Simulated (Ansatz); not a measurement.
An Ansatz run on HfS2 in the CdI2-type structure left the output below. The geometry is the r2SCAN+rVV10 minimum.

The cell given to it:
```cif
data_structure
_symmetry_space_group_name_H-M 'P 1'
_symmetry_Int_Tables_number 1
_cell_length_a 3.6303
_cell_length_b 3.6303
_cell_length_c 5.8784
_cell_angle_alpha 90.000
_cell_angle_beta 90.000
_cell_angle_gamma 120.000
_cell_volume 67.09
loop_
_atom_site_label
_atom_site_type_symbol
_atom_site_fract_x
_atom_site_fract_y
_atom_site_fract_z
_atom_site_occupancy
Hf1 Hf 0.00000 0.00000 0.00000 1
S1 S 0.33333 0.66667 0.24463 1
S2 S 0.66667 0.33333 0.75537 1
```

Output, abridged:
```
scf.n_extra_bands = 4 over 19 filled bands (N_el = 38.0): the run solves 23 bands
Crystal: 3 atoms, lattice volume = 67.092 Å³
Basis set: ecut = 420 eV, 1315 PW (Γ)
Symmetry: 12 space group operations
Space group: P-3m1 (ITA 164)
k-points: 69 of 576
preconditioner: auto → Resta (q_TF=auto, 2.482 Å⁻¹)  ε∞=5.5  [insulator: Δε(μ)=1.024 eV  σ=0.020 eV  ℏωp=24.8 eV]
Free energy (F): -17530.170321 eV
Fermi energy:    9.585107 eV
--- Forces (eV/Å), atoms counted from 1 ---
  atom   1  Hf      0.00000      0.00000      0.00000
  atom   2  S       0.00000      0.00000      0.12257
  atom   3  S       0.00000      0.00000    -0.12257
--- Stress (GPa, compression-positive) ---
        1.817896       0.000000       0.000000
        0.000000       1.817896       0.000000
        0.000000       0.000000       2.704590
  P = ⅓ Tr σ = 2.1135 GPa (21.135 kbar)
--- Band table (eV; the first three rows and the last of 69) ---
  k-point 0: bands = […, 4.2542, 6.2014, 6.2014, 8.9365, 8.9365, 9.0487, 10.9834, 10.9834, 11.6290, 14.4277]
  k-point 1: bands = […, 4.7075, 6.2211, 6.2211, 8.1801, 8.8692, 8.8692, 10.9617, 10.9617, 11.8135, 14.6342]
  k-point 2: bands = […, 5.3836, 6.2415, 6.2415, 7.2148, 8.8034, 8.8034, 10.9397, 10.9397, 11.8922, 14.8622]
  k-point 68: bands = […, 5.2803, 5.2889, 5.2889, 6.8154, 7.2075, 7.2075, 11.7801, 12.3624, 12.3624, 15.2664]
```

**Question.** Write the input file that gave this output, leaving the band path aside.

**Answer.**
```yaml
crystal:
  # lattice and atoms as above
kpoints:
  mp_grid: { grid: [12, 12, 4] }
hamiltonian:
  xc: pbe
scf:
  occupations: { method: fermi_dirac, width: 0.02 }
  n_extra_bands: 4
output:
  forces: true
  stress: true
  eigenvalues: true
```
A single point prints forces and stress when the output block asks for them. Close relatives of this functional can't be ruled out from these lines alone. Keys that only write grids to files are left aside. This is the file that was run; thresholds and some counts can't be read off the log exactly.

Run as `ansatz run input.yaml --threads 4 --pin off --max-ram 7372MiB --backend cpu --events-out ev --progress --plain --runs-dir out`. Wall time 1.7 s on 4 threads of Intel(R) Xeon(R) Platinum 8488C (Sapphire Rapids), with other jobs on the host, load about 0.7 per core; peak host memory 0.46 GiB.

Spin-unpolarised throughout; all numbers are computed.

No spin-orbit coupling is included; it can move band edges with weight on the heavy atoms by tenths of an eV.
